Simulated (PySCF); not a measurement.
Molfile (atoms numbered from 1):
```
C4H9NO
     RDKit          3D

 15 15  0  0  0  0  0  0  0  0999 V2000
   -1.0811    0.8430    0.1807 C   0  0  0  0  0  0  0  0  0  0  0  0
   -1.2690   -0.5866   -0.3426 C   0  0  0  0  0  0  0  0  0  0  0  0
   -0.1741   -0.9870   -1.1398 O   0  0  0  0  0  0  0  0  0  0  0  0
    1.0409   -0.8986   -0.4252 C   0  0  0  0  0  0  0  0  0  0  0  0
    1.2746    0.5249    0.0971 C   0  0  0  0  0  0  0  0  0  0  0  0
    0.1656    0.9898    0.9156 N   0  0  0  0  0  0  0  0  0  0  0  0
   -1.9138    1.1199    0.8294 H   0  0  0  0  0  0  0  0  0  0  0  0
   -1.0441    1.5354   -0.6651 H   0  0  0  0  0  0  0  0  0  0  0  0
   -1.3788   -1.2798    0.5089 H   0  0  0  0  0  0  0  0  0  0  0  0
   -2.1505   -0.6623   -0.9809 H   0  0  0  0  0  0  0  0  0  0  0  0
    1.0243   -1.6048    0.4224 H   0  0  0  0  0  0  0  0  0  0  0  0
    1.8239   -1.1982   -1.1232 H   0  0  0  0  0  0  0  0  0  0  0  0
    1.3622    1.2091   -0.7515 H   0  0  0  0  0  0  0  0  0  0  0  0
    2.1941    0.5668    0.6836 H   0  0  0  0  0  0  0  0  0  0  0  0
    0.1214    0.4364    1.7687 H   0  0  0  0  0  0  0  0  0  0  0  0
  1  2  1  0
  2  3  1  0
  3  4  1  0
  4  5  1  0
  5  6  1  0
  6  1  1  0
  1  7  1  0
  1  8  1  0
  2  9  1  0
  2 10  1  0
  4 11  1  0
  4 12  1  0
  5 13  1  0
  5 14  1  0
  6 15  1  0
M  END
```

- coordinates at the GFN2-xTB level
- NMR shieldings at PBE0/pcSseg-1/GIAO
- code: PySCF 2.14.0 with density-fitted response routines
- non-relativistic, equivalent nuclei averaged, no solvent model, one computed conformer

Referencing at the same level of theory: $^{13}$C (σ = 186.93 ppm), $^{1}$H (σ = 31.72 ppm) vs TMS; $^{17}$O (σ = 336.08 ppm) against H2O; $^{15}$N (σ = 267.73 ppm) vs NH3.

| atoms | nucleus | count | δ (ppm) |
| --- | --- | --- | --- |
| H15 | $^{1}$H | 1 | 0.15 |
| C1/C5 | $^{13}$C | 2 | 51.4 |
| N6 | $^{15}$N | 1 | 52.0 |
| H9/H10/H11/H12 | $^{1}$H | 4 | ? |
| H7/H8/H13/H14 | $^{1}$H | 4 | 2.81 |
| C2/C4 | $^{13}$C | 2 | ? |
| O3 | $^{17}$O | 1 | 49.9 |

Task: Estimate the values marked ?.

Result: 
- C2/C4: 73.5 ppm, sp3 CH2 bonded to O; pulled downfield by the heteroatom
- H9/H10/H11/H12: 3.57 ppm, hydrogen on an sp3 CH2 bonded to O; its carbon carries O, which withdraws density

The OH or NH signal is concentration- and solvent-dependent in practice; the value given is the gas-phase one. Shifts are as computed. Against solution values, carbons near 30 ppm lie about +3 ppm off and those near 130 ppm about +5 ppm. Of 1211 compounds with measured shifts, 218 miss one by over three times the rms of a fit or turn the order of signals round; such compounds aren't used in these exercises. Experimental scales use liquid or dissolved standards, which lie at an offset from isolated NH3 (liquid NH3: subtract about 20 ppm) and H2O (liquid H2O: subtract about 36 ppm).
